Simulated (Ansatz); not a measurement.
# GaN: the cost of one run

Program: Ansatz 0.2.0. Level of theory: DFT PBE, scalar-relativistic, plane waves, PAW. These are calculated values, not measurements.

The COD entry's cell or inner coordinates are ideal or old and differ from later refinements, so a difference from it is no clean test against experiment.

1 further run of the same task is left out (set aside as unsound or not needed).

## 1. Starting point

The structure is hexagonal, space group P6_3mc (No. 186). Conventional cell: a = 3.218 Å, b = 3.218 Å, c = 5.243 Å, α = 90.00°, β = 90.00°, γ = 120.00°. Ga (site symmetry 3m) has 4 N at 1.97 to 1.98 Å as nearest neighbours. Around N (site symmetry 3m) lie 4 Ga at 1.97 to 1.98 Å.

As a file:

```cif
data_structure
_symmetry_space_group_name_H-M 'P 1'
_symmetry_Int_Tables_number 1
_cell_length_a 3.2184
_cell_length_b 3.2184
_cell_length_c 5.2430
_cell_angle_alpha 90.000
_cell_angle_beta 90.000
_cell_angle_gamma 120.000
_cell_volume 47.03
loop_
_atom_site_label
_atom_site_type_symbol
_atom_site_fract_x
_atom_site_fract_y
_atom_site_fract_z
_atom_site_occupancy
Ga1 Ga 0.33333 0.66667 0.99913 1
Ga2 Ga 0.66667 0.33333 0.49913 1
N1 N 0.33333 0.66667 0.37587 1
N2 N 0.66667 0.33333 0.87587 1
```

This cell was relaxed beforehand with the same method: volume 11.76 Å³/atom, gap on the mesh 1.71 eV.

## 2. Cutting the slab

Planes are indexed in the bulk's conventional cell (P6_3mc (No. 186)), a = 3.218 Å, b = 3.218 Å, c = 5.243 Å, α = 90.00°, β = 90.00°, γ = 120.00°.

A (001) slab, 8.5 Å thick as cut, with 17 Å of vacuum; its outer planes are Ga (top) and N (bottom).

The slab as cut. Layers, bottom to top:

| plane | atoms per cell | height over the lowest (Å) |
| --- | --- | --- |
| 1 | N | 0.00 |
| 2 | Ga | 0.65 |
| 3 | N | 2.62 |
| 4 | Ga | 3.27 |
| 5 | N | 5.24 |
| 6 | Ga | 5.89 |
| 7 | N | 7.86 |
| 8 | Ga | 8.51 |

## 3. Relaxing the clean slab

Contents of input.yaml:

```yaml
crystal:
  lattice:
    - [3.2184289158, 0.0, 0.0]
    - [-1.6092144579, 2.7872412014, 0.0]
    - [0.0, 0.0, 25.5108194239]
  atoms:
    - { symbol: "N", position: [0.3333333333, 0.6666666667, 0.3331919629] }
    - { symbol: Ga, position: [0.6666666667, 0.3333333333, 0.3585252789] }
    - { symbol: "N", position: [0.6666666667, 0.3333333333, 0.4359528823] }
    - { symbol: Ga, position: [0.3333333333, 0.6666666667, 0.4612861983] }
    - { symbol: "N", position: [0.3333333333, 0.6666666667, 0.5387138017] }
    - { symbol: Ga, position: [0.6666666667, 0.3333333333, 0.5640471177] }
    - { symbol: "N", position: [0.6666666667, 0.3333333333, 0.6414747211] }
    - { symbol: Ga, position: [0.3333333333, 0.6666666667, 0.6668080371] }
basis:
  ecutwfc: 420
kpoints:
  mp_grid: { grid: [9, 9, 1] }
hamiltonian:
  xc: pbe
scf:
  occupations: { method: gaussian, width: 0.05 }
output:
  forces: true
  eigenvalues: true
  write_density: true
  write_potential: true
  elf: true
  volumetric_format: npy
relax:
  adjacent_minimum: "off"
  f_tol: 0.03
  max_steps: 70
  constraints: [{ sites: [0, 1, 2, 3] }]
efield:
  axis: 3
  dipole_correction: true
```

Started as:

```sh
> ansatz run input.yaml --threads 2 --pin off --max-ram 5120MiB --backend cpu --events-out ev --progress --plain --runs-dir out
```

**Question.** How long does this run take on 2 threads of Intel Xeon 6975P-C (Granite Rapids), shared host, and how much memory does it need?

About 20 s, with a peak of 0.56 GiB.
